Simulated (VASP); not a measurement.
# Sc in VASP: single point with PBEsol+D4

Aim: the single point of Sc with PBEsol+D4.

Everything below comes from runs of VASP 6.6.1. Logs are shortened: lines on timing, memory, paths and dates and some standing lists are left out, and cuts for length are marked.

## 1. The slab as given

The cell holds a slab with vacuum, 3 atoms: a = 3.125 Å, b = 3.125 Å, c = 25.083 Å, α = 90.00°, β = 90.00°, γ = 120.00°.

The cell was built by a generator and needn't be a form met in nature.

## 2. Single point, PBEsol+D4

INCAR

```
PREC = Accurate
ENCUT = 520
EDIFF = 1E-7
ISMEAR = 1
SIGMA = 0.1
LREAL = F
LASPH = T
NELM = 100
ALGO = Normal
ISIF = 2
LWAVE = F
LCHARG = T
LDIPOL = T
IDIPOL = 3
DIPOL = 0.5 0.5 0.381
GGA = PS
IVDW = 13
LELF = T
LVHAR = T
LVACPOTAV = T
NBANDS = 24
```

KPOINTS

```
Automatic mesh
0
Gamma
  12 12 1
```

POSCAR

```
Sc
1.0
    3.1251716797      0.0000000000      0.0000000000
   -1.5625858399      2.7064780658      0.0000000000
    0.0000000000      0.0000000000     25.0826816454
Sc
3
Direct
    0.3333333333      0.6666666667      0.2790770181
    0.6666666667      0.3333333333      0.3805124841
    0.3333333333      0.6666666667      0.4836457994
```

Potentials or basis: VASP PAW PBE potentials, release 64 (Sc_sv).

The run is started by

```
> cat potpaw_PBE.64/Sc_sv/POTCAR > POTCAR
> mpirun -np 1 vasp_std > vasp.out
```

OUTCAR:

```text
PREC = Accurate
   ENCUT = 520
   EDIFF = 1E-7
   ISMEAR = 1
   LREAL = F
   LASPH = T
   NELM = 100
   ISIF = 2
   GGA = PS
   IVDW = 13

 ion  position               nearest neighbor table
   1  0.333  0.667  0.279-   2 3.12   2 3.12   2 3.12
   2  0.667  0.333  0.381-   1 3.12   1 3.12   1 3.12   3 3.15   3 3.15   3 3.15
   3  0.333  0.667  0.484-   2 3.15   2 3.15   2 3.15

  LATTYP: Found a hexagonal cell.
 ALAT       =     3.1251716797
 C/A-ratio  =     8.0260171972

  Lattice vectors:

 A1 = (   3.1251716797,   0.0000000000,   0.0000000000)
 A2 = (  -1.5625858399,   2.7064780658,   0.0000000000)
 A3 = (   0.0000000000,   0.0000000000,  25.0826816454)

Analysis of symmetry for initial positions (statically):
=====================================================================
 Subroutine PRICEL returns:
 Original cell was already a primitive cell.

 Routine SETGRP: Setting up the symmetry group for a
 hexagonal supercell.

 Subroutine GETGRP returns: Found  6 space group operations
 (whereof  6 operations were pure point group operations)
 out of a pool of 24 trial point group operations.

The static configuration has the point symmetry C_3v.

Analysis of symmetry for dynamics (positions and initial velocities):
=====================================================================
 Subroutine PRICEL returns:
 Original cell was already a primitive cell.

 Routine SETGRP: Setting up the symmetry group for a
 hexagonal supercell.

 Subroutine GETGRP returns: Found  6 space group operations
 (whereof  6 operations were pure point group operations)
 out of a pool of 24 trial point group operations.

The dynamic configuration has the point symmetry C_3v.

 Subroutine INISYM returns: Found  6 space group operations
 (whereof  6 operations are pure point group operations),
 and found     1 'primitive' translations

----------------------------------------------------------------------------------------

                                     Primitive cell

  volume of cell :     212.1546

  direct lattice vectors                    reciprocal lattice vectors
     3.125171680  0.000000000  0.000000000     0.319982421  0.184741937  0.000000000
    -1.562585840  2.706478066  0.000000000     0.000000000  0.369483874  0.000000000
     0.000000000  0.000000000 25.082681645     0.000000000  0.000000000  0.039868145

  length of vectors
     3.125171680  3.125171680 25.082681645     0.369483874  0.369483874  0.039868145

  position of ions in fractional coordinates (direct lattice)
     0.333333333  0.666666667  0.279077018
     0.666666667  0.333333333  0.380512484
     0.333333333  0.666666667  0.483645799

  ion indices of the primitive-cell ions
   primitive index   ion index
                 1           1
                 2           2
                 3           3

----------------------------------------------------------------------------------------

 KPOINTS: Automatic mesh

Automatic generation of k-mesh.
 Grid dimensions read from file:
 generate k-points for:   12   12    1

 Generating k-lattice:

  Cartesian coordinates                     Fractional coordinates (reciprocal lattice)
     0.026665202  0.015395161  0.000000000     0.083333333  0.000000000  0.000000000
     0.000000000  0.030790323  0.000000000     0.000000000  0.083333333  0.000000000
     0.000000000  0.000000000  0.039868145     0.000000000  0.000000000  1.000000000

  Length of vectors
     0.030790323  0.030790323  0.039868145

  Shift w.r.t. Gamma in fractional coordinates (k-lattice)
     0.000000000  0.000000000  0.000000000

 Subroutine IBZKPT returns following result:
 ===========================================

 Found     19 irreducible k-points:

 Following reciprocal coordinates:
            Coordinates               Weight
  0.000000  0.000000  0.000000      1.000000
  0.083333  0.000000  0.000000      6.000000
  0.166667  0.000000  0.000000      6.000000
  0.250000  0.000000  0.000000      6.000000
  0.333333  0.000000  0.000000      6.000000
  0.416667  0.000000  0.000000      6.000000
[... 11 lines left out ...]
  0.333333  0.250000  0.000000     12.000000
  0.333333  0.333333  0.000000      2.000000
   k-points           NKPTS =     19   k-points in BZ     NKDIM =     19   number of bands    NBANDS=     24
   number of dos      NEDOS =    301   number of ions     NIONS =      3
   total plane-waves  NPLWV = 110592
   dimension x,y,z NGX =    24 NGY =   24 NGZ =  192
   dimension x,y,z NGXF=    48 NGYF=   48 NGZF=  384
   ions per type =               3
   NGX,Y,Z   is equivalent  to a cutoff of  12.77, 12.77, 12.73 a.u.
   NGXF,Y,Z  is equivalent  to a cutoff of  25.53, 25.53, 25.45 a.u.
 SYSTEM =  unknown system
   PREC   = accura    normal or accurate (medium, high low for compatibility)
   ISTART =      0    job   : 0-new  1-cont  2-samecut
   ICHARG =      2    charge: 1-file 2-atom 10-const
   ISPIN  =      1    spin polarized calculation?
   LNONCOLLINEAR =      F non collinear calculations
   LSORBIT =      F    spin-orbit coupling
   LASPH  =      T    aspherical Exc in radial PAW
   ENCUT  =  520.0 eV  38.22 Ry    6.18 a.u.   5.81  5.81 46.64*2*pi/ulx,y,z
   NELM   =    100;   NELMIN=  2; NELMDL= -5     # of ELM steps
   EDIFF  = 0.1E-06   stopping-criterion for ELM
   LREAL  =      F    real-space projection
   EDIFFG = 0.1E-05   stopping-criterion for IOM
   NSW    =      0    number of steps for IOM
   IBRION =     -1    ionic relax: 0-MD 1-quasi-New 2-CG
   NFREE  =      0    steps in history (QN), initial steepest desc. (CG)
   ISIF   =      2    stress and relaxation
   ISYM   =      2    0-nonsym 1-usesym 2-fastsym
   POTIM  = 0.5000    time-step for ionic-motion
   TEBEG  =    0.0;   TEEND  =   0.0 temperature during run
   PSTRESS=    0.0 pullay stress
   NELECT =      33.0000    total number of electrons
   NUPDOWN=      -1.0000    fix difference up-down
   EMIN   =  10.00;   EMAX   =-10.00  energy-range for DOS
   EFERMI =   0.00;   METHOD = LEGACY
   ISMEAR =     1;   SIGMA  =   0.10  broadening in eV -4-tet -1-fermi 0-gaus
   EFERMI_NEDOS =   21; number of points for ismear=-14 and -15
   IALGO  =     38    algorithm
   IMIX   =      4    mixing-type and parameters
     AMIX     =   0.40;   BMIX     =  1.00
     AMIX_MAG =   1.60;   BMIX_MAG =  1.00
  volume/ion in A,a.u.               =      70.72       477.23
  Fermi-wavevector in a.u.,A,eV,Ry     =   0.880431  1.663773 10.546677  0.775159
  Thomas-Fermi vector in A             =   2.000790
   LORBIT       =      0    0 simple, 1 ext, 2 COOP (PROOUT), +10 PAW based schemes
   GGA     = PS    functional components
   LHFCALC =     F    Hartree Fock is set to
   AEXX    =    0.0000 exact exchange contribution
   IVDW    =    13    specifies the selected vdW correction
   LEPSILON=     F    determine dielectric tensor
   LRPA    =     F    only Hartree local field effects (RPA)
 non-spin polarized calculation
 Methfessel and Paxton  Order N= 1 SIGMA  =   0.10
  energy-cutoff  :      520.00
  volume of cell :      212.15
 maximum number of plane-waves:      5741
 NGX is ok and might be reduce to    24
   NGX = 11   NGY = 11   NGZ = 93

 dipolmoment           0.000000      0.000000     -0.004653 electrons x Angstroem

 number of electron      33.0000009 magnetization

 dipolmoment           0.000000      0.000000      0.001942 electrons x Angstroem

 Free energy of the ion-electron system (eV)
  ---------------------------------------------------
  ext. energy  EPLUGINS =         0.00000000
  ---------------------------------------------------
  free energy    TOTEN  =       -18.16850071 eV

  energy without entropy =      -18.16752588  energy(sigma->0) =      -18.16817577

 E-fermi :  -1.0476     XC(G=0):  -4.0104

 val. band max:       -1.0693604841   @ k =   0.2500   0.0833   0.0000
 cond. band min:      -1.0414068229   @ k =   0.0000   0.0000   0.0000
 fundamental gap:      0.0279536612
 Fermi energy:        -1.0476186409

 k-point     1 :       0.0000    0.0000    0.0000
  band No.  band energies     occupation
      1     -50.3171      2.00000
      2     -50.2775      2.00000
      3     -49.7410      2.00000
      4     -29.1519      2.00000
      5     -29.0774      2.00000
      6     -28.7878      2.00000
[... 16 lines left out ...]
     23       0.6056     -0.00000
     24       1.0148      0.00000

 k-point     2 :       0.0833    0.0000    0.0000
  band No.  band energies     occupation
      1     -50.3124      2.00000
      2     -50.2728      2.00000
      3     -49.7364      2.00000
      4     -29.1439      2.00000
      5     -29.0735      2.00000
      6     -28.8210      2.00000
[... 16 lines left out ...]
     23       0.7355     -0.00000
     24       0.9167     -0.00000

 k-point     3 :       0.1667    0.0000    0.0000
  band No.  band energies     occupation
      1     -50.2996      2.00000
      2     -50.2599      2.00000
      3     -49.7241      2.00000
      4     -29.1222      2.00000
      5     -29.0632      2.00000
      6     -28.9100      2.00000
[... 16 lines left out ...]
     23       0.9724      0.00000
     24       1.1070      0.00000
[... 379 lines left out ...]
 k-point    18 :       0.3333    0.2500    0.0000
  band No.  band energies     occupation
      1     -50.2404      2.00000
      2     -50.2002      2.00000
      3     -49.6668      2.00000
      4     -29.1774      2.00000
      5     -29.1422      2.00000
      6     -29.0405      2.00000
[... 16 lines left out ...]
     23       1.2430      0.00000
     24       2.0978      0.00000

 k-point    19 :       0.3333    0.3333    0.0000
  band No.  band energies     occupation
      1     -50.2380      2.00000
      2     -50.1978      2.00000
      3     -49.6645      2.00000
      4     -29.1251      2.00000
      5     -29.1144      2.00000
      6     -29.0860      2.00000
[... 16 lines left out ...]
     23       1.3229      0.00000
     24       2.1201      0.00000

------------------------ aborting loop because EDIFF is reached ----------------------------------------

  DFT-D4 for vdW energy calculation

  Edisp (eV):   -0.34436

  FORCE on cell =-STRESS in cart. coord.  units (eV):
  Direction    XX          YY          ZZ          XY          YZ          ZX
  --------------------------------------------------------------------------------------
  -------------------------------------------------------------------------------------
  Total       1.38540     1.38540    -0.04194    -0.00000     0.00000     0.00000
  in kB      10.46246    10.46246    -0.31673    -0.00000     0.00000     0.00000
  external pressure =        6.87 kB  Pullay stress =        0.00 kB

 VOLUME and BASIS-vectors are now :
 -----------------------------------------------------------------------------
  energy-cutoff  :      520.00
  volume of cell :      212.15
      direct lattice vectors                 reciprocal lattice vectors
     3.125171680  0.000000000  0.000000000     0.319982421  0.184741937  0.000000000
    -1.562585840  2.706478066  0.000000000     0.000000000  0.369483874  0.000000000
     0.000000000  0.000000000 25.082681645     0.000000000  0.000000000  0.039868145

 POSITION                                       TOTAL-FORCE (eV/Angst)
 -----------------------------------------------------------------------------------
     -0.00000      1.80432      7.00000         0.000000      0.000000     -0.039321
      1.56259      0.90216      9.54427         0.000000     -0.000000      0.082008
     -0.00000      1.80432     12.13113        -0.000000     -0.000000     -0.042687
 -----------------------------------------------------------------------------------
    total drift:                                0.000000     -0.000000     -0.000035

  FREE ENERGIE OF THE ION-ELECTRON SYSTEM (eV)
  ---------------------------------------------------
  free  energy   TOTEN  =       -18.5128629908 eV

  energy  without entropy=      -18.5118881561  energy(sigma->0) =      -18.51253805

 vacuum level on the upper side and lower side of the slab         2.631         2.590
```

Run time: 85 s. Hardware: 1 thread of Intel Xeon 6975P-C (Granite Rapids), shared host; peak memory 0.35 GiB.

What came out:

| Item | Value |
| --- | --- |
| Free energy | -18.5129 eV |
| Largest force | 0.082 eV/Å |
| Band gap on the k mesh | none (metal or under the smearing width) |
| Dispersion energy per atom | -0.115 eV |
| Work function of the upper face | 3.68 eV |
| Work function of the lower face | 3.64 eV |

Forces in eV/Å, atoms in the order of the input:
```
Sc   0.000  0.000 -0.039
Sc   0.000  0.000  0.082
Sc   0.000  0.000 -0.043
```

Levels at points of the mesh, in eV from the Fermi level:
```csv
k point,band 13,band 14,band 15,band 16,band 17,band 18,band 19,band 20,band 21,band 22
"(0.00, 0.00, 0.00)",-4.87,-3.84,-2.46,0.01,0.07,0.65,1.38,1.59,1.59,1.65
"(0.50, 0.00, 0.00)",-1.52,-1.48,-1.26,-0.54,-0.21,0.52,0.84,1.50,1.63,1.93
```

Caveat: the PAW data sets were made with another functional, which shifts forces and pressure a little.
